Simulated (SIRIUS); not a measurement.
Crystal: MgS (Niningerite).

```xyz
2
Lattice="0.0000 2.6016 2.6016 2.6016 0.0000 2.6016 2.6016 2.6016 0.0000" Properties=species:S:1:pos:R:3 pbc="T T T"
S     2.6016    2.6016    2.6016
Mg    0.0000    0.0000    0.0000
```

```yaml
Program: SIRIUS 7.12.0
Task: single point
Functional: PBEsol
Potentials_or_basis: all-electron FP-LAPW
Cutoff: 158 eV
Basis: apw+lo standard
k_mesh: 9 × 9 × 9
Occupations: fermi-dirac, width 0.05 eV
Spin: no spin polarisation
```

On this cell: largest force zero by symmetry; band gap on the k mesh 2.84 eV, indirect (least direct gap 3.60 eV).

The same run follows on a disturbed copy (atoms moved at random):

```
CELL_PARAMETERS angstrom
0.00000 2.60165 2.60165
2.60165 0.00000 2.60165
2.60165 2.60165 0.00000
ATOMIC_POSITIONS crystal
S 0.49923 0.50365 0.50962
Mg 0.01475 0.99180 0.98833
```

Problem. What changes?

Solution. The energy moves by +5.5 meV/atom; largest force 0.255 eV/Å; band gap on the k mesh 2.84 eV, indirect (least direct gap 3.60 eV).

Forces on the atoms (eV/Å):
```
S   -0.250 -0.041  0.026
Mg   0.250  0.041 -0.026
```

Caveats: an odd mesh through Γ misses points on the zone boundary, where band edges often lie.
